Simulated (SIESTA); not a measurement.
Runs of SIESTA 5.4.2 on CuO (Tenorite). Symmetry: Cc, No. 9, monoclinic system. Conventional cell: a = 4.689 Å, b = 3.427 Å, c = 5.132 Å, α = 90.00°, β = 99.65°, γ = 90.00°. Cu (site symmetry 1) has 4 O at 1.91 to 2.02 Å as nearest neighbours. O (site symmetry 1) has 4 Cu at 1.91 to 2.02 Å as nearest neighbours. 

```tsv
potentials or basis	gap on the mesh (eV)	pressure (GPa)	largest force (eV/Å)
PseudoDojo 0.4 standard (PBEsol files), SZ (energy shift 0.003 Ry)	none	5.7	1.10
PseudoDojo 0.4 standard (PBEsol files), SZP (energy shift 0.003 Ry)	none	0.7	(b)
PseudoDojo 0.4 standard (PBEsol files), DZ (energy shift 0.003 Ry; two zetas on semicore shells)	none	(a)	0.91
PseudoDojo 0.4 standard (PBEsol files), TZP (energy shift 0.003 Ry; two zetas on semicore shells)	none	(c)	0.77
PseudoDojo 0.4 standard (PBEsol files), TZDP (energy shift 0.003 Ry; two zetas on semicore shells)	none	-2.8	0.77
PseudoDojo 0.4 standard (PBEsol files), DZP (energy shift 0.003 Ry; two zetas on semicore shells)	none	-1.5	0.78
```

Alike in all rows: task band structure; level PBEsol; no spin polarisation; cell as given; k mesh 10 × 10 × 5; smearing fermi-dirac 0.05 eV; grid cutoff 800 Ry; energy shift 0.003 Ry.

Question: Fill in the values left out.

Answer: (a) -3.4; (b) 0.84; (c) -2.4.

Caveats: short orbitals over semicore shells can move pressures by several GPa; the basis of atomic orbitals isn't converged, which shifts pressures, moduli and gaps; the run has no spin polarisation, though such a crystal can be magnetic; semilocal functionals often make such compounds metallic where correlation or magnetic order opens a gap, which also shifts bond lengths; the basis has no polarisation orbitals (some runs); forces of over 1 eV/Å show positions far from the minimum, so gaps and moduli don't describe the material at rest (some runs).

A gap of «none» marks a metal or a gap under the smearing width.
